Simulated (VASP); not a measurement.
Write the native input for VASP 6.6.1 that does the following.

```
Task                   : single point
Functional             : vdW-DF2
Potentials or basis    : VASP PAW PBE potentials, release 64 (S, Mo_sv)
Cutoff                 : 520 eV
k mesh                 : 8 × 8 × 1
Occupations            : fermi-dirac, width 0.05 eV
Spin                   : no spin polarisation
Further INCAR settings : ALGO = Fast; EDIFF = 1e-06; NBANDS = 20
```

The structure of MoS2 lies in POSCAR:

```
MoS2
1.0
    3.1610000000      0.0000000000      0.0000000000
   -1.5805000000      2.7375063014      0.0000000000
    0.0000000000      0.0000000000     21.1300000000
S Mo
2 1
Direct
    0.6666666667      0.3333333333      0.4259346900
    0.6666666667      0.3333333333      0.5740653100
    0.3333333333      0.6666666667      0.5000000000
```

The cell was built by a generator and needn't be a form met in nature.

These files were run (other wordings do the same):

INCAR

```
AGGAC    = 0.0          
ALGO     = Fast           # electronic algorithm
EDIFF    = 1E-6           # SCF threshold, eV
ENCUT    = 520            # plane-wave cutoff, eV
GGA      = ML             # functional
ISIF     = 2              # what is computed and relaxed
ISMEAR   = -1             # smearing method
LASPH    = T              # aspherical terms in the spheres
LCHARG   = F              # write CHGCAR
LREAL    = F              # projectors in reciprocal space
LUSE_VDW = T            
LWAVE    = F              # write WAVECAR
NBANDS   = 20             # bands
NELM     = 60             # most SCF steps
PREC     = Accurate       # precision mode
SIGMA    = 0.05           # smearing width, eV
ZAB_VDW  = -1.8867
```

KPOINTS

```
k-points
0
Gamma
  8 8 1
```

Potentials or basis: VASP PAW PBE potentials, release 64 (S, Mo_sv).

The run is started by

```sh
$ cat potpaw_PBE.64/S/POTCAR potpaw_PBE.64/Mo_sv/POTCAR > POTCAR
$ mpirun -np 1 vasp_std > vasp.out
```

Results of the run:

```json
{"Largest force": "1.028 eV/Å", "Band gap on the k mesh": "1.98 eV, indirect (least direct gap 2.04 eV)"}
```

Caveat: the PAW data sets were made with another functional, which shifts forces and pressure a little.

Run time: 4 min on 1 thread of Intel(R) Xeon(R) Platinum 8488C (Sapphire Rapids), with other jobs on the host, peak memory 0.74 GiB.
